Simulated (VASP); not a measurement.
# Cr (P6_3/mmc) in VASP: notebook, part 2 of 2

VASP 6.6.1. The steps go on from the part before.

**3. Single point, PBEsol, collinear spin, ferromagnetic start**

The input, INCAR:

```
SYSTEM = Cr
ADDGRID = .FALSE.
ALGO = Normal
EDIFF = 1E-6
ENCUT = 500
GGA = PS
ISIF = 2
ISMEAR = 1
ISPIN = 2
LASPH = .TRUE.
LCHARG = .FALSE.
LMAXMIX = 4
LORBIT = 11
LREAL = .FALSE.
LWAVE = .FALSE.
MAGMOM = 3 3
NELM = 100
PREC = Accurate
SIGMA = 0.1
```

The input, KPOINTS:

```
k-points
0
G
  10 10 6
  0 0 0
```

The input, POSCAR:

```
Cr
1.0
    2.7140000000      0.0000000000      0.0000000000
   -1.3570000000      2.3503929459      0.0000000000
    0.0000000000      0.0000000000      4.4100000000
Cr
2
Direct
    0.6666666667      0.3333333333      0.7500000000
    0.3333333333      0.6666666667      0.2500000000
```

Potentials or basis: VASP PAW PBE potentials, release 64 (Cr_pv).

On the command line:

```bash
> cat potpaw_PBE.64/Cr_pv/POTCAR > POTCAR
> mpirun -np 1 vasp_std > vasp.out
```

OUTCAR:

```text
SYSTEM = Cr
   EDIFF = 1E-6
   ENCUT = 500
   GGA = PS
   ISIF = 2
   ISMEAR = 1
   ISPIN = 2
   LASPH = .TRUE.
   LORBIT = 11
   LREAL = .FALSE.
   NELM = 100
   PREC = Accurate

 Found     56 irreducible k-points:

 Following reciprocal coordinates:
            Coordinates               Weight
  0.000000  0.000000  0.000000      1.000000
  0.100000  0.000000  0.000000      6.000000
  0.200000  0.000000  0.000000      6.000000
  0.300000 -0.000000  0.000000      6.000000
  0.400000  0.000000  0.000000      6.000000
  0.500000  0.000000  0.000000      3.000000
   k-points           NKPTS =     56   k-points in BZ     NKDIM =     56   number of bands    NBANDS=     19
   number of dos      NEDOS =    301   number of ions     NIONS =      2
   total plane-waves  NPLWV =  12800
   dimension x,y,z NGX =    20 NGY =   20 NGZ =   32
   dimension x,y,z NGXF=    40 NGYF=   40 NGZF=   64
   ions per type =               2
   NGX,Y,Z   is equivalent  to a cutoff of  12.25, 12.25, 12.06 a.u.
   NGXF,Y,Z  is equivalent  to a cutoff of  24.50, 24.50, 24.13 a.u.
 SYSTEM =  Cr
   PREC   = accura    normal or accurate (medium, high low for compatibility)
   ISTART =      0    job   : 0-new  1-cont  2-samecut
   ICHARG =      2    charge: 1-file 2-atom 10-const
[... 205 lines left out ...]
      3     -34.0202      1.00000
      4     -33.9523      1.00000
      5     -33.9523      1.00000
      6     -33.9493      1.00000
[... 109 lines left out ...]
      6     -34.0166      1.00000
[... 11 lines left out ...]
     18      13.1943      0.00000
     19      16.0684      0.00000

 [... further k-points ...]
[... 5 lines left out ...]
  --------------------------------------------------------------------------------------
  -------------------------------------------------------------------------------------
  Total       -6.0035282     -6.0035282     -5.0736804     -0.0000000      0.0000000      0.0000000
  in kB     -341.9229338   -341.9229338   -288.9646923     -0.0000000      0.0000000      0.0000000
  external PRESSURE =    -324.2701866 kB  Pullay stress =       0.0000000 kB

 VOLUME and BASIS-vectors are now :
 -----------------------------------------------------------------------------
  energy-cutoff  :      500.00
  volume of cell :       28.13
      direct lattice vectors                 reciprocal lattice vectors
     2.714000000  0.000000000  0.000000000     0.368459838  0.212730387  0.000000000
    -1.357000000  2.350392946  0.000000000     0.000000000  0.425460773  0.000000000
     0.000000000  0.000000000  4.410000000     0.000000000  0.000000000  0.226757370

 POSITION                                       TOTAL-FORCE (eV/Angst)
 -----------------------------------------------------------------------------------
      1.35700      0.78346      3.30750        -0.000000      0.000000      0.000000
     -0.00000      1.56693      1.10250         0.000000     -0.000000      0.000000
 -----------------------------------------------------------------------------------
    total drift:                               -0.000000      0.000000     -0.000000

  FREE ENERGIE OF THE ION-ELECTRON SYSTEM (eV)
  ---------------------------------------------------
  free  energy   TOTEN  =       -18.8996148818 eV

  energy  without entropy=      -18.9014778840  energy(sigma->0) =      -18.90023588

 total charge

# of ion       s       p       d       tot
------------------------------------------
    1        0.376   6.283   4.052  10.711
    2        0.376   6.283   4.052  10.711
--------------------------------------------------
tot          0.752  12.565   8.105  21.422

 magnetization (x)

# of ion       s       p       d       tot
------------------------------------------
    1        0.001   0.020   0.753   0.773
    2        0.001   0.020   0.753   0.773
--------------------------------------------------
tot          0.001   0.039   1.505   1.546
```

OSZICAR:

```text
N       E                     dE             d eps       ncg     rms          rms(c)
DAV:   1     0.235619702108E+03    0.23562E+03   -0.13933E+04  4256   0.146E+03
DAV:   2    -0.135461552928E+02   -0.24917E+03   -0.24427E+03  4322   0.426E+02
DAV:   3    -0.212202993974E+02   -0.76741E+01   -0.75101E+01  4509   0.891E+01
DAV:   4    -0.213226641223E+02   -0.10236E+00   -0.10229E+00  5246   0.956E+00
DAV:   5    -0.213251301622E+02   -0.24660E-02   -0.24637E-02  4902   0.148E+00    0.194E+01
DAV:   6    -0.186826775349E+02    0.26425E+01   -0.17141E+01  4412   0.451E+01    0.551E+00
DAV:   7    -0.188820905804E+02   -0.19941E+00   -0.71495E-01  4652   0.777E+00    0.284E+00
DAV:   8    -0.188942744944E+02   -0.12184E-01   -0.31580E-02  5092   0.138E+00    0.111E+00
DAV:   9    -0.188961496668E+02   -0.18752E-02   -0.10789E-02  5334   0.829E-01    0.497E-01
DAV:  10    -0.188992799763E+02   -0.31303E-02   -0.70944E-03  4625   0.468E-01    0.203E-01
DAV:  11    -0.188996047945E+02   -0.32482E-03   -0.59807E-04  5057   0.230E-01    0.767E-02
DAV:  12    -0.188996196780E+02   -0.14884E-04   -0.53494E-05  6333   0.599E-02    0.319E-02
DAV:  13    -0.188996148683E+02    0.48097E-05   -0.13124E-05  4619   0.318E-02    0.130E-02
DAV:  14    -0.188996148818E+02   -0.13511E-07   -0.15851E-06  2927   0.118E-02
   1 F= -.18899615E+02 E0= -.18900236E+02  d E =0.186300E-02  mag=     1.6645
```

Wall time 32 s (1 thread of Intel Xeon Platinum 8488C (Sapphire Rapids), shared host); peak memory 0.16 GiB.

The run converged, but some of its settings lie outside the range that counts as converged, so its numbers aren't taken as properties of the crystal.

What came out:

```
Free energy                                           : -18.8996 eV
Pressure                                              : -32.4 GPa
Band gap on the k mesh                                : none (metal or under the smearing width)
Net moment                                            : 1.66 μB per cell
Site moments                                          : Cr +0.77 μB
Valence electrons inside the program's atomic spheres : Cr 10.71
```

Caveat: a pressure of tens of GPa on the cell as given is suspect, and the run, the potentials or the cell itself is likely at fault; the PAW data sets were made with another functional, which shifts forces and pressure a little.

**4. Single point, PBEsol, collinear spin, ferromagnetic start**

Changes to INCAR since step 3:

```diff
@@ -4,3 +4,3 @@
 EDIFF = 1E-6
-ENCUT = 500
+ENCUT = 250
 GGA = PS
```

The input, KPOINTS:

```
k-points
0
G
  15 15 8
  0 0 0
```

POSCAR is that of step 3.

Potentials or basis: VASP PAW PBE potentials, release 64 (Cr_pv).

On the command line:

```bash
> cat potpaw_PBE.64/Cr_pv/POTCAR > POTCAR
> mpirun -np 1 vasp_std > vasp.out
```

OUTCAR:

```text
SYSTEM = Cr
   EDIFF = 1E-6
   ENCUT = 250
   GGA = PS
   ISIF = 2
   ISMEAR = 1
   ISPIN = 2
   LASPH = .TRUE.
   LORBIT = 11
   LREAL = .FALSE.
   NELM = 100
   PREC = Accurate

 Found    135 irreducible k-points:

 Following reciprocal coordinates:
            Coordinates               Weight
  0.000000  0.000000  0.000000      1.000000
  0.066667 -0.000000  0.000000      6.000000
  0.133333  0.000000  0.000000      6.000000
  0.200000 -0.000000  0.000000      6.000000
  0.266667  0.000000  0.000000      6.000000
  0.333333  0.000000  0.000000      6.000000
   k-points           NKPTS =    135   k-points in BZ     NKDIM =    135   number of bands    NBANDS=     19
[... 357 lines left out ...]
 -----------------------------------------------------------------------------
  energy-cutoff  :      250.00
  volume of cell :       28.13
      direct lattice vectors                 reciprocal lattice vectors
     2.714000000  0.000000000  0.000000000     0.368459838  0.212730387  0.000000000
    -1.357000000  2.350392946  0.000000000     0.000000000  0.425460773  0.000000000
     0.000000000  0.000000000  4.410000000     0.000000000  0.000000000  0.226757370

 POSITION                                       TOTAL-FORCE (eV/Angst)
 -----------------------------------------------------------------------------------
      1.35700      0.78346      3.30750         0.000000      0.000000      0.000000
     -0.00000      1.56693      1.10250        -0.000000      0.000000      0.000000
 -----------------------------------------------------------------------------------
    total drift:                               -0.000000      0.000000     -0.000000

  FREE ENERGIE OF THE ION-ELECTRON SYSTEM (eV)
  ---------------------------------------------------
  free  energy   TOTEN  =       -18.7797485805 eV

  energy  without entropy=      -18.7801720571  energy(sigma->0) =      -18.77988974

 total charge

# of ion       s       p       d       tot
------------------------------------------
    1        0.375   6.300   4.069  10.744
    2        0.375   6.300   4.069  10.744
--------------------------------------------------
tot          0.750  12.599   8.138  21.487

 magnetization (x)

# of ion       s       p       d       tot
------------------------------------------
    1        0.001   0.024   0.819   0.844
    2        0.001   0.024   0.819   0.844
--------------------------------------------------
tot          0.002   0.048   1.639   1.689
```

stdout:

```text
POSCAR found type information on POSCAR Cr
 POSCAR found :  1 types and       2 ions
 scaLAPACK will be used
 -----------------------------------------------------------------------------
|                                                                             |
|                                                                             |
|     You enforced a specific xc type in the INCAR file but a different       |
|     I HOPE YOU KNOW WHAT YOU ARE DOING!                                     |
|                                                                             |
 -----------------------------------------------------------------------------

 LDA part: xc-table for (Slater+PW92), standard interpolation
 POSCAR, INCAR and KPOINTS ok, starting setup
 FFT: planning ... GRIDC
 FFT: planning ... GRID_SOFT
 FFT: planning ... GRID
 WAVECAR not read
 entering main loop
```

Run time: 28 s. Hardware: 1 thread of Intel Xeon Platinum 8488C (Sapphire Rapids), shared host; peak memory 0.14 GiB.

The run converged, but a check on its numbers failed (symmetry, net force, bounds or a known fault of this set-up), so they aren't taken as properties of the crystal.

Caveat: the cutoff lies under the usual one of these potentials, so the numbers hold a large basis-set error; a pressure of tens of GPa on the cell as given is suspect, and the run, the potentials or the cell itself is likely at fault; the PAW data sets were made with another functional, which shifts forces and pressure a little.

**5. Single point, PBEsol, collinear spin, ferromagnetic start**

Changes to INCAR since step 4:

```diff
@@ -4,3 +4,3 @@
 EDIFF = 1E-6
-ENCUT = 250
+ENCUT = 400
 GGA = PS
```

The input, KPOINTS:

```
k-points
0
G
  12 12 7
  0 0 0
```

POSCAR is that of step 4.

On the command line:

```bash
> cat potpaw_PBE.64/Cr_pv/POTCAR > POTCAR
> mpirun -np 1 vasp_std > vasp.out
```

Run time: 36 s. Hardware: 1 thread of Intel Xeon Platinum 8488C (Sapphire Rapids), shared host; peak memory 0.16 GiB.

These settings aren't checked as converged: the numbers below hold their error.

Results:

```
Free energy                                           : -18.8981 eV
Pressure                                              : -33.0 GPa
Band gap on the k mesh                                : none (metal or under the smearing width)
Net moment                                            : 1.87 μB per cell
Site moments                                          : Cr +0.86 μB
Valence electrons inside the program's atomic spheres : Cr 10.71
```

Caveat: a pressure of tens of GPa on the cell as given is suspect, and the run, the potentials or the cell itself is likely at fault; the PAW data sets were made with another functional, which shifts forces and pressure a little.
